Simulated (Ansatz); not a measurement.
input.yaml (Ansatz)

```yaml
crystal:
  lattice:
    - [2.7256444396, 0.0, 0.0]
    - [0.0, 2.7256444396, 0.0]
    - [0.0, 0.0, 2.7256444396]
  atoms:
    - { symbol: Pt, position: [0.0, 0.0, 0.0], spin: 1.0 }
hamiltonian:
  xc: pbe
  pseudopotentials:
    kind: paw
    azcp:
      Pt: "pseudopotentials/Pt.paw.azcp"
basis:
  ecutwfc: 420
  fft_grid_basis: typed
kpoints:
  mp_grid: { grid: [20, 20, 20], shift: [0, 0, 0] }
magnetization:
  spin_polarized: true
scf:
  occupations: { method: fermi_dirac, width: 0.05 }
output:
  stress: true
```

and its output:

```
Engine: ansatz 0.2.0, aarch64-unknown-linux-gnu
Pseudopotentials: kind: paw
Pseudopotential: Pt, paw, valence charge 18, recommended cutoff 420 eV (normal) 
Functional definition: PBE
  parameter kappa = 0.804
  parameter beta = 0.06672455060314922
  exchange = pbe_x(kappa = kappa, mu = beta*pi^2/3)
  correlation = pbe_c(beta = beta)
Crystal: 1 atoms, lattice volume = 20.249 Å³
Basis set: ecut = 420 eV, 389 PW (Γ)
Bands: 14, of which v1, the nominal top of the filled ones, is band 9 counted from 1 (8 counted from 0)
Symmetry: 48 space group operations
Space group: Pm-3m (ITA 221), of the structure as read, at distance tolerance 2.7e-5 Å
Magnetic group: BNS 221.92 (UNI 1594), of the structure as read, at distance tolerance 2.7e-5 Å
k-points: 286 of 8000
Non-local potential: Pt, projectors of the file, l = 0: 3, l = 1: 2, l = 2: 2, l = 3: 1
PAW form: soft (Blöchl's): semilocal exchange-correlation on the pseudo side does not see the compensation charge
PAW one-centre angular grid: Pt, 590 points (default); XC on 64 Gauss nodes
Initial density: superposition of atomic densities (chi_scale 0.1, normalization cell)
Starting moments: Σ|m| = 1 μB on 1 of 1 site
Initial wavefunctions: pseudopotential atomic-orbital guess
Functional: x = pbe(κ = 0.804, μ = 0.2195149727645171), c = pbe(β = 0.06672455060314922)
SCF iter   1: F=—  HF=-12522.529416 eV  |F-HF|=—  |Δ(HF+E_count)|=         —  Δρ=5.91e-2 (↑5.91e-2 ↓2.51e-2)  dr2=6.87e-1  dr2_m=2.05e-1  M=0.208 μB ∫|m|=0.208 μB  β_m=0.30  ethr=3.10e-3  ⟨swp⟩=4.5  Hψ=40203  notcnv=0
Mixer restart at iter 1: flushing history
SCF iter   2: F=—  HF=-12522.489107 eV  |F-HF|=—  |Δ(HF+E_count)|=   4.03e-2  Δρ=4.30e-2 (↑4.30e-2 ↓1.91e-2)  dr2=3.54e-1  dr2_m=1.14e-1  M=0.169 μB ∫|m|=0.169 μB  β_m=0.65  ethr=3.10e-3  ⟨swp⟩=1.9  Hψ=14211  notcnv=0  defer=126
SCF iter   3: F=—  HF=-12522.445451 eV  |F-HF|=—  |Δ(HF+E_count)|=   4.37e-2  Δρ=4.21e-3 (↑3.67e-3 ↓4.21e-3)  dr2=1.89e-3  dr2_m=1.98e-3  M=0.035 μB ∫|m|=0.035 μB  β_m=0.82  ethr=1.96e-3  ⟨swp⟩=2.0  Hψ=13321  notcnv=0  defer=257
SCF iter   4: F=—  HF=-12522.445625 eV  |F-HF|=—  |Δ(HF+E_count)|=   1.73e-4  Δρ=1.22e-3 (↑1.22e-3 ↓5.98e-4)  dr2=3.49e-4  dr2_m=6.92e-5  M=0.007 μB ∫|m|=0.007 μB  β_m=0.81  ethr=1.05e-5  ⟨swp⟩=2.3  Hψ=16601  notcnv=0  defer=256
SCF iter   5: F=—  HF=-12522.445476 eV  |F-HF|=—  |Δ(HF+E_count)|=   1.48e-4  Δρ=4.73e-4 (↑2.17e-4 ↓4.73e-4)  dr2=7.67e-5  dr2_m=8.87e-6  M=0.003 μB ∫|m|=0.003 μB  β_m=0.86  ethr=1.94e-6  ⟨swp⟩=2.3  Hψ=12265  notcnv=0  defer=256
SCF iter   6: F=—  HF=-12522.445499 eV  |F-HF|=—  |Δ(HF+E_count)|=   2.33e-5  Δρ=1.08e-4 (↑1.08e-4 ↓7.08e-5)  dr2=4.81e-7  dr2_m=1.41e-6  M=0.001 μB ∫|m|=0.001 μB  β_m=0.90  ethr=4.26e-7  ⟨swp⟩=2.2  Hψ=11158  notcnv=0  defer=256
SCF iter   7: F=—  HF=-12522.445500 eV  |F-HF|=—  |Δ(HF+E_count)|=   6.90e-7  Δρ=2.92e-5 (↑2.92e-5 ↓1.19e-5)  dr2=1.15e-7  dr2_m=6.78e-8  M=0.000 μB ∫|m|=0.000 μB  β_m=0.95  ethr=2.67e-9  ⟨swp⟩=2.3  Hψ=12903  notcnv=0  defer=256
SCF iter   8: F=—  HF=-12522.445500 eV  |F-HF|=—  |Δ(HF+E_count)|=   7.41e-9  Δρ=3.48e-6 (↑3.48e-6 ↓9.55e-7)  dr2=1.97e-9  dr2_m=7.81e-10  M=0.000 μB ∫|m|=0.000 μB  β_m=0.98  ethr=6.41e-10  ⟨swp⟩=2.0  Hψ=11920  notcnv=0  defer=256
SCF iter   9: F=—  HF=-12522.445500 eV  |F-HF|=—  |Δ(HF+E_count)|=  4.37e-10  Δρ=2.93e-7 (↑2.93e-7 ↓1.90e-7)  dr2=3.84e-11  dr2_m=2.35e-12  M=0.000 μB ∫|m|=0.000 μB  β_m=0.95  ethr=1.09e-11  ⟨swp⟩=2.0  Hψ=12005  notcnv=0  defer=256
SCF iter  10: F=-12522.445500 eV  HF=-12522.445500 eV  |F-HF|=5.46e-12  |Δ(HF+E_count)|=  5.46e-12  Δρ=7.18e-8 (↑4.29e-8 ↓7.18e-8)  dr2=3.10e-12  dr2_m=6.39e-14  M=0.000 μB ∫|m|=0.000 μB  ethr=1.00e-12  ⟨swp⟩=1.0  Hψ=19307  notcnv=0
SCF 1 converged in 10 iterations: F = -12522.445500 eV  dr2 = 3.10e-12
WARN: the starting moments were not kept: the SCF closed with an absolute magnetisation of 6.2e-7 μB, where they sum to 1 μB in size (1 site). That is at most 0.1 of that sum. Measured as dr2_m measures the in/out step, that magnetisation stands 1.8e-13 eV from none, at or under the dr2_threshold of 1.0e-7 eV: it is no larger than a step whose dr2_m would equal this threshold. The system may hold no moment; this SCF shows only that its start led to no more than that. To try another start: raise the starting moments (crystal.atoms[].spin, magnetization.per_species, magnetization.initial_magnetization, or on a non-collinear deck that types none of these the spinor_matrix: blocks that start its atoms; where the total moment is fixed, keep their sum and leave initial_magnetization as it is; typed ones take the place of any that the run laid by itself, positive ones on a crystal's lanthanoids without a Hubbard term where scf.initial_density.shell_occupations: [] is typed) or, if the notice of its spin-set hold's release reads "site moments contracting" or "site moments show no strong build", lengthen the hold (scf.mixing.spin_hold: { on: { confirm: 4 } }; for m-r²SCAN on two components see the key's manual first). Each may lead to a state that holds a moment. A second SCF, from the converged charge density, with the starting moments and any scf.initial_density.shell_occupations laid on it anew, would have followed, and was not run: the deck does not ask for one (magnetization.retry_lost_moments is false, the default). To let it run, set magnetization.retry_lost_moments: true and run the deck again, where that key's refused combinations let it; where memory then withholds it, that run's warning says so.
SCF converged after 10 iterations
Magnetization: 0.0000 μB (9.0000 up, 9.0000 down)
Absolute magnetization: 0.0000 μB (∫|ρ↑−ρ↓|, with the PAW one-centre terms)
Spin contamination: 0.0000 ħ² per cell (⟨S²⟩ above its minimum at these occupations)
Per-site moments (μB) at R_I (Å): [(5.561543364251655e-7, 1.124328331335)]
Free energy (F): -12522.445500 eV
Harris-Foulkes:  -12522.445500 eV  (|F-HF|=5.46e-12)
Internal energy: -12522.430834 eV  (E = F + TS)
E sigma→0 (E₀):  -12522.438167 eV
Entropy (-TS):   -0.014666 eV (-14.666 meV/atom)
Fermi energy:    15.558496 eV
--- Per-component energies (eV) ---
  E_band       = -252.106197
  E_kinetic    = 634.449602
  E_local      = -1932.259518  (includes V_loc(G=0)·N_el)
  E_nonlocal   = 200.475771
  E_hartree    = 717.240334
  E_xc         = -259.837690
  E_vxc        = -300.131318  (∫ρ·V_xc dr)
  E_paw        = -9454.198702  (= ΣΔE_a)
  E_vpaw       = -289.121492  (= ΣTr[D̂ρ^β])
  E_aug_tail   = 0.000182  (compensation charges beyond the density's cutoff)
  E_ewald      = -2428.300812
  E_smearing   = -0.014666  (= −TS)
  E_closure    = 0.000000  (closes the sum)
  Σ components = -12522.445500   (vs F -12522.445500, Δ=0.00e0)
--- Stress (GPa, compression-positive) ---
      -15.430074      -0.000000       0.000000
       -0.000000     -15.430074       0.000000
        0.000000       0.000000     -15.430074
  P = ⅓ Tr σ = -15.4301 GPa (-154.301 kbar)
```
